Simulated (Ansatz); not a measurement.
PbSe:

```
Pb Se
1.0
     3.78432    0.00000    0.00000
     0.00000    3.78432    0.00000
     0.00000    0.00000    3.78432
Pb Se
1 1
Direct
  0.00000 0.00000 0.00000
  0.50000 0.50000 0.50000
```

Measurements of this composition are mostly on another form, of space group No. 225.

```yaml
Program: Ansatz 0.2.0
Task: relaxation of cell and atoms
Functional: HF
Potentials_or_basis: Ansatz PAW
Cutoff: "420 eV (not typed: the program's choice for these potentials)"
k_mesh: 4 × 4 × 4
Occupations: fermi-dirac, width 0.05 eV
Spin: no spin polarisation
```

At the start: volume 27.10 Å³/atom.

Problem. Where does the relaxation end?

Solution. It ends after 5 steps and the volume is 29.88 Å³/atom (+10.3 %); space group Pm-3m (No. 221, to 0.05 Å).

Step by step:
```csv
step,energy change (eV),largest force (eV/Å),volume (Å³)
1,0.0000,0.0000,54.20
2,-0.0796,0.0000,61.86
3,-0.0899,0.0000,60.11
4,-0.0902,0.0000,59.77
5,-0.0919,0.0000,59.77
```

Final structure:
```yaml
crystal:
  lattice:
    - [3.90985, 0.00000, 0.00000]
    - [0.00000, 3.90985, 0.00000]
    - [0.00000, 0.00000, 3.90985]
  atoms:
    - { symbol: Pb, position: [0.00000, 0.00000, 0.00000] }
    - { symbol: Se, position: [0.50000, 0.50000, 0.50000] }
```

Caveat: the plane-wave basis is chosen anew once the cell has moved, so the energies of steps on either side of that aren't comparable; the PAW data sets come from PBE, with cores solved anew for the run's functional, which leaves a small shift of forces and pressure.
